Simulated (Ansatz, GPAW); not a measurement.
Given: the input of a run of Ansatz 0.2.0 on Fe. 

Contents of input.yaml:

```yaml
crystal:
  lattice:
    - [-1.443, 1.443, 1.443]
    - [1.443, -1.443, 1.443]
    - [1.443, 1.443, -1.443]
  atoms:
    - { symbol: Fe, position: [0.0, 0.0, 0.0], spin: 3.0 }
hamiltonian:
  xc: pbe
  pseudopotentials: { kind: paw }
magnetization:
  spin_polarized: true
kpoints:
  mp_grid: { grid: [13, 13, 13] }
scf:
  occupations: { method: gaussian, width: 0.022 }
output:
  forces: true
  stress: true
  eigenvalues: true
```

Potentials or basis: Ansatz PAW.

The run is started by

```sh
$ ansatz run input.yaml --threads 2 --pin off --max-ram 5632MiB --backend cpu --events-out ev --progress --plain --runs-dir out
```

Task: What does the same run look like in GPAW 26.7.0 (ASE script)? Potentials or basis there: GPAW PAW data sets (gpaw-data 1.2.1), cutoff 600 eV.

Result: As run (cutoffs and basis follow the program's own potentials, and thresholds, step limits or extra output files can differ):

run.py

```python
from ase import Atoms
from ase.dft.bandgap import bandgap
from ase.io import write
from ase.units import GPa
from gpaw import GPAW, PW

atoms = Atoms(['Fe'],
              cell=[[-1.443, 1.443, 1.443],
                    [1.443, -1.443, 1.443],
                    [1.443, 1.443, -1.443]],
              scaled_positions=[[0.0, 0.0, 0.0]],
              pbc=True)
atoms.set_initial_magnetic_moments([3.0])

calc = GPAW(mode=PW(600),
            xc='PBE',
            kpts={'size': (13, 13, 13), 'gamma': True},
            occupations={'name': 'methfessel-paxton', 'order': 0, 'width': 0.022},
            nbands=12,
            convergence={'density': 1e-05, 'energy': 1e-05},
            maxiter=150,
            txt='gpaw.txt')
atoms.calc = calc
energy = atoms.get_potential_energy()
forces = atoms.get_forces()
stress = atoms.get_stress()
calc.write('gs.gpw')
write('result.traj', atoms)
print(f'Energy: {energy:.6f} eV')
print('Forces (eV/A):')
print(forces.round(4))
print('Stress (GPa):', (stress / GPa).round(3))
print('Moments:', calc.get_magnetic_moments().round(3))
print('Fermi level:', round(calc.get_fermi_level(), 4), 'eV')
print(f'Gap: {bandgap(calc)[0]:.4f} eV, direct: {bandgap(calc, direct=True)[0]:.4f} eV')
```

Potentials or basis: GPAW PAW data sets (gpaw-data 1.2.1), pw.

Command:

```console
$ OMP_NUM_THREADS=1 python run.py
```

Both were run:

|  | Ansatz | GPAW |
| --- | --- | --- |
| Pressure | -9.6 GPa | -7.9 GPa |
| Net moment | 2.25 μB per cell | 2.25 μB per cell |

Ansatz's pressure holds a Pulay term of +0.09 GPa for its cutoff of 420 eV, which the other run lacks.

The potentials hold 16 and 8 valence electrons a cell.

Where Ansatz's input types no cutoff or centring, it takes its own default and a Γ-centred mesh.

The magnetic state is the one that the start led to; the real crystal's order can differ.

Pressure is positive in compression.
